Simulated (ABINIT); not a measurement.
# AlN (Fm-3m) in ABINIT: reference runs

Aim: a first look at AlN with PBE, on the cell as given.

All numbers are computed with ABINIT 10.8.3 (patched build); they aren't measurements. Logs are shortened: lines on timing, memory, paths and dates and some standing lists are left out, and cuts for length are marked. The log counts tension as positive stress, the text compression.

## (1) The crystal as given

The structure is cubic, space group Fm-3m (No. 225). Conventional cell: a = 4.069 Å, b = 4.069 Å, c = 4.069 Å, α = 90.00°, β = 90.00°, γ = 90.00°. Around Al (site symmetry m-3m) lie 6 N at 2.03 Å. N (site symmetry m-3m) has 6 Al at 2.03 Å as nearest neighbours.

Measurements of this composition are mostly on another form, of space group No. 186.

## (2) Single point, PBE

The input, run.abi:

```
pp_dirpath "./"
pseudos "Al.GGA_PBE-JTH.xml, N.GGA_PBE-JTH.xml"

acell 3*1.0 Angstrom
rprim
     0.0000000000     2.0345180000     2.0345180000
     2.0345180000     0.0000000000     2.0345180000
     2.0345180000     2.0345180000     0.0000000000
ntypat 2
znucl 13 7
natom 2
typat 1 2
xred
     0.5000000000     0.5000000000     0.5000000000
     0.0000000000     0.0000000000     0.0000000000

ecut 26.0
pawecutdg 48.0
pawxcdev 0

kptopt 1
ngkpt 11 11 11
nshiftk 1
shiftk 0.0 0.0 0.0

ixc 11

nband 8
occopt 3
tsmear 0.00183747

nstep 100
tolvrs 1.0e-9

iomode 3
prtwf 0
prteig 0
prtebands 0
prtden 1
prtvha 1
prtvclmb 1
prtpot 1
```

Potentials or basis: JTH PAW PBE v2.0.

The run is started by

```
abinit run.abi > log 2>&1
```

run.abo:

```text
.Version 10.8.3 of ABINIT
 Symmetries : space group Fm -3 m (#225); Bravais cF (face-center cubic)
================================================================================
 Values of the parameters that define the memory need of the present run
     intxc =       0    ionmov =       0      iscf =      17    lmnmax =       8
     lnmax =       4     mgfft =      27  mpssoang =       2    mqgrid =    3001
     natom =       2  nloc_mem =       2    nspden =       1   nspinor =       1
    nsppol =       1      nsym =      48    n1xccc =       1    ntypat =       2
    occopt =       3   xclevel =       2
       mpw =         736          nfft =       19683          nkpt =          56
 PAW method is used; the additional fine FFT grid is defined by:
   mgfftf=        36    nfftf =     46656
================================================================================
================================================================================

--------------------------------------------------------------------------------
------------- Echo of variables that govern the present computation ------------
--------------------------------------------------------------------------------
 -outvars: echo values of preprocessed input variables --------
            acell      1.8897261259E+00  1.8897261259E+00  1.8897261259E+00 Bohr
              amu      2.69815390E+01  1.40067400E+01
             ecut      2.60000000E+01 Hartree
                       outvar_i_n : Printing only first  50 k-points.
              ixc          11
                       outvar_i_n : Printing only first  50 k-points.
         kptrlatt       11    0    0      0   11    0      0    0   11
          kptrlen      5.98092129E+01
            natom           2
            nband           8
            ngfft          27      27      27
          ngfftdg          36      36      36
             nkpt          56
            nstep         100
             nsym          48
           ntypat           2
                       prtocc : prtvol=0, do not print more k-points.
           occopt           3
        pawecutdg      4.80000000E+01 Hartree
         pawxcdev           0
        prtebands           0
           prteig           0
           prtpot           1
         prtvclmb           1
           prtvha           1
            prtwf           0
            rprim      0.0000000000E+00  2.0345180000E+00  2.0345180000E+00
                       2.0345180000E+00  0.0000000000E+00  2.0345180000E+00
                       2.0345180000E+00  2.0345180000E+00  0.0000000000E+00
          spgroup         225
           tolvrs      1.00000000E-09
           tsmear      1.83747000E-03 Hartree
            typat      1  2
           useylm           1
                       outvars : Printing only first  50 k-points.
           xangst      2.0345180000E+00  2.0345180000E+00  2.0345180000E+00
                       0.0000000000E+00  0.0000000000E+00  0.0000000000E+00
            xcart      3.8446818182E+00  3.8446818182E+00  3.8446818182E+00
[... 130 lines left out ...]
    1       0.000000000000      0.000000000000      0.000000000000
    2       0.000000000000      0.000000000000      0.000000000000

 cartesian coordinates (angstrom) at end:
    1      2.03451800000000     2.03451800000000     2.03451800000000
    2      0.00000000000000     0.00000000000000     0.00000000000000

 cartesian forces (hartree/bohr) at end:
    1     -0.00000000000000    -0.00000000000000    -0.00000000000000
    2     -0.00000000000000    -0.00000000000000    -0.00000000000000
 frms,max,avg= 0.0000000E+00 0.0000000E+00   0.000E+00  0.000E+00  0.000E+00 h/b

 cartesian forces (eV/Angstrom) at end:
    1     -0.00000000000000    -0.00000000000000    -0.00000000000000
    2     -0.00000000000000    -0.00000000000000    -0.00000000000000
 frms,max,avg= 0.0000000E+00 0.0000000E+00   0.000E+00  0.000E+00  0.000E+00 e/A
 length scales=  1.889726125908  1.889726125908  1.889726125908 bohr
              =  1.000000000000  1.000000000000  1.000000000000 angstroms
 Fermi (or HOMO) energy (hartree) =   0.48244   Average Vxc (hartree)=  -0.43740
 Eigenvalues (hartree) for nkpt=  56  k points:
 kpt#   1, nband=  8, wtk=  0.00075, kpt=  0.0000  0.0000  0.0000 (reduced coord)
  -0.23191    0.40714    0.40714    0.40714    0.60539    0.85157    0.85157    0.85157
      occupation numbers for kpt#   1
   2.00000    2.00000    2.00000    2.00000    0.00000    0.00000    0.00000    0.00000
 prteigrs : prtvol=0 or 1, do not print more k-points.

--- !EnergyTerms
iteration_state     : {dtset: 1, }
comment             : Components of total free energy in Hartree
kinetic             :  7.10927338666672E+00
hartree             :  2.29096070884038E+00
xc                  : -3.90722285717292E+00
Ewald energy        : -1.22622173941124E+01
psp_core            : -3.93333289786226E-02
local_psp           : -7.17589926506936E+00
PAW spherical_terms :  1.76070474342261E+00
internal            : -1.22237340064036E+01
'-kT*entropy'       :  6.26636733023535E-16
total_energy        : -1.22237340064036E+01
total_energy_eV     : -3.32624747416380E+02
...

--- !EnergyTermsDC
iteration_state     : {dtset: 1, }
comment             : '"Double-counting" decomposition of free energy'
band_energy         :  1.40310590685631E+00
Ewald energy        : -1.22622173941124E+01
psp_core            : -3.93333289786226E-02
xc_dc               : -1.72524259485344E+00
PAW spherical_terms :  3.99960702982960E-01
internal            : -1.22237267081052E+01
'-kT*entropy'       :  6.26636733023535E-16
total_energy_dc     : -1.22237267081052E+01
total_energy_dc_eV  : -3.32624548819563E+02
...

--- !EnergyTermsWithPAWCore
iteration_state     : {dtset: 1, }
comment             : 'Components of total free energy, including PAW core contributions'
Total energy        : -2.97671911525720E+02
Total energy DC     : -2.97671904227422E+02
Total energy (eV)   : -8.10006535910585E+03
Total energy DC (eV): -8.10006516050904E+03
...

 Cartesian components of stress tensor (hartree/bohr^3)
  sigma(1 1)= -9.38045150E-06  sigma(3 2)=  0.00000000E+00
  sigma(2 2)= -9.38045150E-06  sigma(3 1)=  0.00000000E+00
  sigma(3 3)= -9.38045150E-06  sigma(2 1)=  0.00000000E+00

-Cartesian components of stress tensor (GPa)         [Pressure=  2.7598E-01 GPa]
- sigma(1 1)= -2.75982411E-01  sigma(3 2)=  0.00000000E+00
- sigma(2 2)= -2.75982411E-01  sigma(3 1)=  0.00000000E+00
- sigma(3 3)= -2.75982411E-01  sigma(2 1)=  0.00000000E+00

== END DATASET(S) ==============================================================
================================================================================

 -outvars: echo values of variables after computation  --------
            acell      1.8897261259E+00  1.8897261259E+00  1.8897261259E+00 Bohr
           etotal     -1.2223726708E+01
            fcart     -0.0000000000E+00 -0.0000000000E+00 -0.0000000000E+00
                      -0.0000000000E+00 -0.0000000000E+00 -0.0000000000E+00
            rprim      0.0000000000E+00  2.0345180000E+00  2.0345180000E+00
                       2.0345180000E+00  0.0000000000E+00  2.0345180000E+00
                       2.0345180000E+00  2.0345180000E+00  0.0000000000E+00
           strten     -9.3804515037E-06 -9.3804515037E-06 -9.3804515037E-06
                       0.0000000000E+00  0.0000000000E+00  0.0000000000E+00
           xangst      2.0345180000E+00  2.0345180000E+00  2.0345180000E+00
                       0.0000000000E+00  0.0000000000E+00  0.0000000000E+00
             xred      5.0000000000E-01  5.0000000000E-01  5.0000000000E-01
                       0.0000000000E+00  0.0000000000E+00  0.0000000000E+00
 Calculation completed.
```

It took 10 s on 1 thread of Arm Neoverse V1, shared host; peak memory 0.1 GiB.

Results:

```
Free energy                                           : -332.6245 eV
Pressure                                              : 0.3 GPa
Band gap on the k mesh                                : 4.54 eV, indirect (least direct gap 5.39 eV)
Valence electrons inside the program's atomic spheres : Al 0.82; N 2.64
```

Levels at points of the mesh, in eV from the valence-band top:
```csv
k point,band 1,band 2,band 3,band 4,band 5,band 6,band 7,band 8
"(0.00, 0.00, 0.00)",-17.39,0.00,0.00,0.00,5.39,12.09,12.09,12.09
```

Caveat: an odd mesh through Γ misses points on the zone boundary, where band edges often lie.
